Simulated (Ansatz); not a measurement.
Runs of Ansatz 0.2.0 on C. It takes space group P6_3/mmc (No. 194, hexagonal). Conventional cell: a = 2.522 Å, b = 2.522 Å, c = 8.237 Å, α = 90.00°, β = 90.00°, γ = 120.00°. C (site symmetry 3m) has 4 C at 1.54 Å as nearest neighbours. C (site symmetry 3m) is surrounded by 4 C at 1.54 Å. This is a hexagonal form of diamond, not graphite.

| task | level | cell | points for each segment of the path | gap on the mesh (eV) | pressure (GPa) | relaxed volume (Å³/atom) | largest force (eV/Å) |
| --- | --- | --- | --- | --- | --- | --- | --- |
| relaxation of cell and atoms | PBEsol+D3(BJ) | relaxed | - | 4.46 | 0.0 | 5.57 | - |
| relaxation of cell and atoms | revPBE | relaxed | - | 4.51 | 0.0 | 5.76 | - |
| band structure | BLYP | as given | 10 | 4.75 | (c) | - | (b) |
| band structure | revPBE | as given | 10 | 4.42 | 6.9 | - | 0.33 |
| relaxation of cell and atoms | BLYP+D4 | relaxed | - | 4.88 | 0.0 | 5.68 | - |
| relaxation of cell and atoms | BLYP | relaxed | - | (a) | 0.0 | 5.83 | - |
| relaxation of cell and atoms | RPBE | relaxed | - | 4.51 | 0.0 | 5.78 | - |

Alike in all rows: potentials or basis Ansatz PAW; no spin polarisation; k mesh 12 × 12 × 4; cutoff (eV) 420; smearing fermi-dirac 0.05 eV.

Task: Estimate the missing entries.

Result: (a) 4.81; (b) 0.34; (c) 11.5.

Caveats: the PAW data sets come from PBE, with cores solved anew for the run's functional, which leaves a small shift of forces and pressure; the plane-wave basis is chosen anew once the cell has moved, so the energies of steps on either side of that aren't comparable (some runs).

A k mesh can miss the band edges.

Runs at the PBE level aren't shown here.
